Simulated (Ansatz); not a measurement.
# NiAl/LiH/NiAl under bias, part 2 of 2

Aim: the current through NiAl/LiH/NiAl at finite bias, with the potential solved under that bias. Both electrodes are NiAl B2(001); the barrier is LiH rock salt(001) (non-polar). In the first transport cell, after relaxation, the nearest pair of electrode and barrier is Ni–Li at 3.10 Å, along the normal, at the lower face and Ni–Li at 3.10 Å, along the normal, at the upper one. All share a net of side 2.863 Å, which strains the lower electrode by -0.9 % and the barrier by +1.0 %, against typed lattice constants near PBE's. The first steps treat the bulk electrodes alone.

Ansatz 0.2.0; PBE DFT, plane waves, PAW files (the session's first sound run).

So far. Step 3 (Relaxation): The largest force component on a free atom ends at 0.014 eV/Å. At one or more of this run's solves the program warned of density in the dipole ramp over its bound, where dipole, forces and levels can be off. Step 4 (Current under bias): All 5 points reached self-consistency. On every other mesh point the currents change by up to 0 %. The leads' potential repeats within 27 meV.

## (5) The open system: T(E)

This step: PBE DFT, plane waves, PAW files; ballistic transmission by layer matching between semi-infinite leads (Ansatz 0.2.0).

The relaxed core is set between ideal electrode layers (this cell holds 3 atomic planes between the electrodes; where that differs from the relaxed slab, whole periods were copied in or cut out without a new relaxation), which the solver continues as semi-infinite leads. A wide energy window on a coarse mesh (12×12) shows where the Fermi level lies against the barrier's bands; the projected density of states shows how far the metals' states reach in.

Contents of input.yaml:

```yaml
crystal:
  lattice:
    - [2.863, 0.0, 0.0]
    - [0.0, 2.863, 0.0]
    - [0.0, 0.0, 64.9490408847]
  atoms:
    - { symbol: Ni, position: [0.0, 0.0, 0.1077768032] }
    - { symbol: Al, position: [0.5, 0.5, 0.1303951789] }
    - { symbol: Ni, position: [0.0, 0.0, 0.1530135545] }
    - { symbol: Al, position: [0.5, 0.5, 0.1756319301] }
    - { symbol: Ni, position: [0.0, 0.0, 0.1982503058] }
    - { symbol: Al, position: [0.5, 0.5, 0.2208686814] }
    - { symbol: Ni, position: [0.0, 0.0, 0.243487057] }
    - { symbol: Al, position: [0.5, 0.5, 0.2661054327] }
[... 24 atom lines left out ...]
    - { symbol: Al, position: [0.5, 0.5, 0.8243680699] }
    - { symbol: Ni, position: [0.0, 0.0, 0.8469864455] }
    - { symbol: Al, position: [0.5, 0.5, 0.8696048211] }
    - { symbol: Ni, position: [0.0, 0.0, 0.8922231968] }
kpoints:
  mp_grid: { grid: [10, 10, 1] }
scf:
  occupations: { method: fermi_dirac, width: 0.1 }
  max_iter: 150
hamiltonian:
  xc: pbe
output:
  transmission:
    kmesh: [12, 12]
    e_range: [-2, 3]
    de: 0.1
    leads: [[6, 8], [28, 30]]
  dos: { projected: true, e_range: [-6, 5], de: 0.05 }
  write_potential: true
  write_density: true
  volumetric_format: npy
```

Launch:

```
$ ansatz run input.yaml --threads 4 --pin off --max-ram 16384MiB --backend cpu --events-out ev --progress --plain --runs-dir out
```

It took 4 min on 4 threads of Arm Neoverse V1, shared host; peak memory 3.9 GiB; 15 min of CPU time.

This step gave:

| Property | Result |
| --- | --- |
| level to which the leads are filled | 0 eV from the Fermi level |
| transmission at the Fermi level (a spin, zone mean) | 0.06332 |
| channels of the lower lead | 0.9931 |
| channels of the upper lead | 0.9931 |
| potential step in the lower lead | 9.5 meV |
| potential step in the upper lead | 9.5 meV |

One spin. Transmission, zone mean against energy, zero at the Fermi level:

| energy (eV) | transmission, zone mean |
| --- | --- |
| -2.00 | 0.0673 |
| -1.80 | 0.148 |
| -1.70 | 0.102 |
| -1.50 | 0.0974 |
| -1.30 | 0.108 |
| -1.10 | 0.0188 |
| -1.00 | 0.00488 |
| -0.80 | 0.0241 |
| -0.60 | 0.121 |
| -0.40 | 0.179 |
| -0.30 | 0.164 |
| -0.10 | 0.0870 |
| 0.00 | 0.0633 |
| 0.10 | 0.0484 |
| 0.20 | 0.0387 |
| 0.40 | 0.0278 |
| 0.60 | 0.0225 |
| 0.80 | 0.0199 |
| 0.90 | 0.0192 |
| 1.10 | 0.0186 |
| 1.30 | 0.0178 |
| 1.40 | 0.0162 |
| 1.60 | 0.0174 |
| 1.80 | 0.0177 |
| 2.00 | 0.0201 |
| 2.10 | 0.0237 |
| 2.30 | 0.0262 |
| 2.50 | 0.0317 |
| 2.70 | 0.0555 |
| 2.80 | 0.0982 |
| 3.00 | 0.0467 |

One spin. Table of open channels, zone mean, lower lead = upper lead by energy, zero at the Fermi level:

energy (eV), open channels, zone mean, lower lead = upper lead and a bar from the least value:
```
    -2.00       1.80 ########################
    -1.80       2.13 ##############################
    -1.50       0.98 #########
    -1.30       0.74 #####
    -1.00       0.48 
    -0.80       0.47 
    -0.60       1.06 ###########
    -0.30       1.08 ###########
    -0.10       0.97 #########
     0.00       0.99 #########
     0.10       1.02 ##########
     0.40       0.91 ########
     0.60       0.85 #######
     0.90       0.72 ####
     1.10       0.72 ####
     1.30       0.63 ###
     1.60       0.56 ##
     1.80       0.54 #
     2.00       0.69 ####
     2.30       1.19 #############
     2.50       1.34 ################
     2.80       1.62 #####################
     3.00       1.57 ####################
```

Transmission over k1 and k2. At 0.0000 eV from the Fermi level; zeros and values more than six decades under the largest are shown at that floor.

log10 of the mean of each cell; the least values stand at a floor. Values, 12 rows by 12 columns:
```
-4.6 -3.9 -5.8 -4.2 -6.5 -6.5 -6.5 -6.5 -6.5 -4.2 -5.8 -3.9
-6.5 -5.8 -2.8 -2.5 -2.3 -2.1 -2.1 -2.1 -2.3 -2.5 -2.8 -5.8
-6.5 -4.2 -2.5 -1.6 -1.2 -1.0 -0.9 -1.0 -1.2 -1.6 -2.5 -4.2
-6.5 -6.5 -2.3 -1.2 -0.7 -0.6 -0.6 -0.6 -0.7 -1.2 -2.3 -6.5
-6.5 -6.5 -2.1 -1.0 -0.6 -0.5 -0.5 -0.5 -0.6 -1.0 -2.1 -6.5
-6.5 -6.5 -2.1 -0.9 -0.6 -0.5 -0.5 -0.5 -0.6 -0.9 -2.1 -6.5
-6.5 -6.5 -2.1 -1.0 -0.6 -0.5 -0.5 -0.5 -0.6 -1.0 -2.1 -6.5
-6.5 -6.5 -2.3 -1.2 -0.7 -0.6 -0.6 -0.6 -0.7 -1.2 -2.3 -6.5
-6.5 -4.2 -2.5 -1.6 -1.2 -1.0 -0.9 -1.0 -1.2 -1.6 -2.5 -4.2
-6.5 -5.8 -2.8 -2.5 -2.3 -2.1 -2.1 -2.1 -2.3 -2.5 -2.8 -5.8
-4.6 -3.9 -5.8 -4.2 -6.5 -6.5 -6.5 -6.5 -6.5 -4.2 -5.8 -3.9
-6.3 -4.6 -6.5 -6.5 -6.5 -6.5 -6.5 -6.5 -6.5 -6.5 -6.5 -4.6
```
Columns: k1 (b1) from -0.5 to 0.417; rows upwards: k2 (b2) from -0.5 to 0.417.

Open channels of the lower lead over k1 and k2. At 0.0000 eV from the Fermi level.

Ten even steps from '_' (0.00) to '@' (2.00):
```
@@@@++@@__________@@++@@
@@++++++++@@@@@@++++++++
__@@++++++++++++++++++@@
____++++++++++++++++++__
____@@++++++++++++++@@__
____@@++++++++++++++@@__
____@@++++++++++++++@@__
____++++++++++++++++++__
__@@++++++++++++++++++@@
@@++++++++@@@@@@++++++++
@@@@++@@__________@@++@@
@@@@@@______________@@@@
```
Columns: k1 (b1) from -0.5 to 0.417; rows upwards: k2 (b2) from -0.5 to 0.417.

Projected DOS an atom over height of the atomic layer and energy from the Fermi level. Layers: Ni Al Ni Al Ni Al Ni Al Ni Al Ni Al Ni Al Ni LiH LiH LiH Ni Al Ni Al Ni Al Ni Al Ni Al Ni Al Ni Al Ni; projections on atoms miss part of the total, and the computed bands can run out at the top of the range; a column is the mean of 3 neighbouring layers, the last of those left over.

Ten even steps from '0' (0.00 states/eV) to '9' (3.87 states/eV), each cell a mean:
```
00000000000
00010001000
00000000000
01010001010
11100000111
00000000000
00000000000
00000000000
00000000000
10001010001
21111011112
61113041116
40106060104
75957075957
43634043634
22323032322
12321012321
12221012221
01110001110
00000000000
00000000000
00000000000
```
Columns: height of the atomic layer (Å) from 8.47 to 56.5 (not evenly spaced); rows upwards: energy from the Fermi level (eV) from -6 to 5.

At the Fermi level the transmission is 0.063, as a zone mean for one spin on this coarse mesh. At the Fermi level the layers of this cell's barrier hold from 0.016 to 0.033 states an eV and atom. In the worse lead the potential repeats within 9.5 meV, which the program lets pass.

## (6) The same cell, other settings: output.current_voltage.bias = [0.1, 0.2, 0.8]

This step: PBE DFT, plane waves, PAW files; current against voltage, self-consistent between two reservoirs; changed: output.current_voltage.bias = [0.1, 0.2, 0.8] (Ansatz 0.2.0).

It is meant to test how the run responds. Where the input is shown as a difference, that is against the step before, not the twin.

input.yaml: that of step 5 with these lines changed.

```diff
@@ -50,8 +50,7 @@
 output:
-  transmission:
-    kmesh: [12, 12]
-    e_range: [-2, 3]
-    de: 0.1
+  current_voltage:
+    bias: [0.1, 0.2, 0.8]
+    kmesh: [18, 18]
     leads: [[6, 8], [28, 30]]
-  dos: { projected: true, e_range: [-6, 5], de: 0.05 }
+    electrode_ends: [14, 21]
   write_potential: true
```

Wall time 25 min (4 threads); peak memory 4.2 GiB.

Checks by voltage:

| bias (V) | current density (ampere/m²) | current on every other mesh point (ampere) | drop across the junction (V) | electrons moved | electrons in bound states | misfit, lower lead (eV) | misfit, upper lead (eV) | iterations |
| --- | --- | --- | --- | --- | --- | --- | --- | --- |
| 0 | 0 | 0 | 0 | 0 | 0 | 0.02676 | 0.02677 | 9 |
| 0.1 | 6.08e12 | 4.98e-7 | 0.09553 | 8.53e-4 | 0.004355 | 0.02672 | 0.02648 | 8 |
| 0.2 | 1.25e13 | 1.02e-6 | 0.1909 | 0.001616 | 0.00857 | 0.02667 | 0.0262 | 6 |
| 0.8 | 4.67e13 | 3.82e-6 | 0.7632 | 0.005723 | 0.02206 | 0.02648 | 0.02459 | 14 |

Cell area 8.197 Å^2. Table of current through one cell by bias:

| bias (V) | current through one cell (μA) |
| --- | --- |
| 0.000 | 0 |
| 0.100 | 0.498 |
| 0.200 | 1.02 |
| 0.800 | 3.83 |

Bias 0 V. Table of transmission and channels, zone mean by energy, zero at the mean Fermi level:

| energy (eV) | transmission | channels, left | channels, right |
| --- | --- | --- | --- |
| -0.259 | 0.153 | 1.10 | 1.10 |
| -0.233 | 0.137 | 1.12 | 1.12 |
| -0.207 | 0.125 | 1.10 | 1.10 |
| -0.181 | 0.114 | 1.10 | 1.10 |
| -0.155 | 0.104 | 1.05 | 1.05 |
| -0.129 | 0.0951 | 0.985 | 0.985 |
| -0.103 | 0.0869 | 0.985 | 0.985 |
| -0.078 | 0.0797 | 0.997 | 0.997 |
| -0.052 | 0.0733 | 1.01 | 1.01 |
| -0.026 | 0.0677 | 1.01 | 1.01 |
| 0.000 | 0.0627 | 1.05 | 1.05 |
| 0.026 | 0.0583 | 1.07 | 1.07 |
| 0.052 | 0.0544 | 1.07 | 1.07 |
| 0.078 | 0.0509 | 1.02 | 1.02 |
| 0.103 | 0.0478 | 1.05 | 1.05 |
| 0.129 | 0.0450 | 1.05 | 1.05 |
| 0.155 | 0.0425 | 1.03 | 1.03 |
| 0.181 | 0.0402 | 1.01 | 1.01 |
| 0.207 | 0.0381 | 1.03 | 1.03 |
| 0.233 | 0.0363 | 0.985 | 0.985 |
| 0.259 | 0.0347 | 0.935 | 0.935 |

Bias 0.8 V. Table of transmission and channels, zone mean by energy, zero at the mean Fermi level:

| energy (eV) | transmission | channels, left | channels, right |
| --- | --- | --- | --- |
| -0.672 | 0.00222 | 0.410 | 1.15 |
| -0.646 | 0.00146 | 0.370 | 1.12 |
| -0.595 | 0.00529 | 0.410 | 1.10 |
| -0.569 | 0.00204 | 0.407 | 1.10 |
| -0.517 | 0.00740 | 0.432 | 0.985 |
| -0.491 | 0.00151 | 0.494 | 0.985 |
| -0.465 | 8.8e-4 | 0.531 | 0.997 |
| -0.414 | 0.00514 | 0.781 | 1.01 |
| -0.388 | 0.0136 | 0.867 | 1.05 |
| -0.336 | 0.0321 | 0.941 | 1.07 |
| -0.310 | 0.0439 | 0.978 | 1.02 |
| -0.284 | 0.0579 | 1.02 | 1.05 |
| -0.233 | 0.0893 | 1.11 | 1.03 |
| -0.207 | 0.103 | 1.08 | 1.01 |
| -0.155 | 0.116 | 1.12 | 0.985 |
| -0.129 | 0.114 | 1.08 | 0.935 |
| -0.103 | 0.108 | 1.08 | 0.935 |
| -0.052 | 0.0924 | 1.07 | 0.960 |
| -0.026 | 0.0847 | 1.11 | 0.960 |
| 0.000 | 0.0775 | 1.07 | 0.861 |
| 0.026 | 0.0710 | 1.10 | 0.861 |
| 0.052 | 0.0653 | 1.15 | 0.861 |
| 0.103 | 0.0558 | 1.17 | 0.861 |
| 0.129 | 0.0518 | 1.10 | 0.873 |
| 0.155 | 0.0484 | 1.10 | 0.886 |
| 0.207 | 0.0426 | 1.10 | 0.886 |
| 0.233 | 0.0402 | 0.985 | 0.886 |
| 0.284 | 0.0361 | 0.985 | 0.861 |
| 0.310 | 0.0343 | 1.02 | 0.849 |
| 0.336 | 0.0328 | 1.01 | 0.849 |
| 0.388 | 0.0301 | 1.07 | 0.849 |
| 0.414 | 0.0288 | 1.07 | 0.824 |
| 0.465 | 0.0265 | 1.02 | 0.75 |
| 0.491 | 0.0254 | 1.05 | 0.799 |
| 0.517 | 0.0245 | 1.05 | 0.75 |
| 0.569 | 0.0232 | 1.01 | 0.75 |
| 0.595 | 0.0226 | 1.03 | 0.75 |
| 0.646 | 0.0215 | 0.935 | 0.701 |
| 0.672 | 0.0207 | 0.935 | 0.651 |

Hartree potential energy less that at 0 V, planar mean against z:

| z (Å) | 0.1 V (eV) | 0.2 V (eV) | 0.8 V (eV) |
| --- | --- | --- | --- |
| 0.0 | -7.8e-4 | -8.8e-4 | 0.0042 |
| 2.5 | 0.0224 | 0.0456 | 0.190 |
| 5.0 | 0.0447 | 0.0899 | 0.367 |
| 7.5 | 0.0501 | 0.101 | 0.409 |
| 10.0 | 0.0499 | 0.100 | 0.408 |
| 12.5 | 0.0493 | 0.0989 | 0.403 |
| 15.0 | 0.0484 | 0.0968 | 0.395 |
| 17.5 | 0.0478 | 0.0957 | 0.388 |
| 20.0 | 0.0479 | 0.0958 | 0.386 |
| 22.5 | 0.0476 | 0.0952 | 0.383 |
| 25.0 | 0.0486 | 0.0974 | 0.393 |
| 27.5 | 0.0500 | 0.100 | 0.403 |
| 30.0 | 0.0207 | 0.0424 | 0.146 |
| 32.5 | -7.6e-4 | -0.00388 | -0.0599 |
| 35.0 | -0.0223 | -0.0492 | -0.251 |
| 37.5 | -0.0495 | -0.0989 | -0.388 |
| 40.0 | -0.0483 | -0.0965 | -0.380 |
| 42.5 | -0.0473 | -0.0944 | -0.376 |
| 45.0 | -0.0473 | -0.0945 | -0.375 |
| 47.5 | -0.0470 | -0.0938 | -0.373 |
| 50.0 | -0.0476 | -0.0950 | -0.378 |
| 52.5 | -0.0492 | -0.0981 | -0.388 |
| 55.0 | -0.0497 | -0.0992 | -0.390 |
| 57.5 | -0.0495 | -0.0988 | -0.389 |
| 60.0 | -0.0446 | -0.0891 | -0.352 |
| 62.5 | -0.0232 | -0.0460 | -0.177 |

The zero-bias conductance is 6.0e13 S/m² against 6.0e13 S/m² in the twin: no change within 1 %, at 0.71 times the CPU time.

## (7) Outcome

```yaml
conductance_at_zero_bias: 6.0e13 S/m²
current_density_at_minus_1_v: -4.3e13 A/m²
current_density_at_minus_0p2_v: -1.2e13 A/m²
current_density_at_plus_0p2_v: 1.2e13 A/m²
current_density_at_plus_1_v: 4.3e13 A/m²
```

At 1 V the junction carries 4.3e13 A/m². Against the linear law (zero-bias conductance times bias) the currents are 0.71 (-1 V), 1.0 (-0.2 V), 1.0 (+0.2 V) and 0.71 (+1 V) times as large. A transmission of 0.063 across 10 Å is too high for tunnelling deep in a gap, so the spacer works as a low barrier at best. The forward current is 1.0 times the reverse one at ±0.2 V and 1.00 times the reverse one at ±1 V. On every other mesh point the current differs by up to 0.13 %, and the leads' misfit reaches 27 meV; ratios near 1 within such errors aren't resolved. At -1 V, -0.2 V, +0.2 V and +1 V states bound at the junction, filled by the side they lie on, hold more charge than the bias moved, so the potential there rests on that rule. Between 95 and 96 % of the bias drops across the junction. No spin-orbit coupling, phonons, disorder or image charges enter; the interfaces are ordered, one cell wide and lattice-matched by strain. Semilocal gaps are too small, which can bring a band edge of the barrier nearer to the Fermi level than it is.

[Logs are printed without paths, hosts, clocks, repeated set-up lines and the standing remarks that a program may print on its own settings, such as how far it seeks lower states.]

[Hosts, paths, dates, database ids (printed as entryN), source tags and the programs' standing remarks are cut or masked in the printed files.]
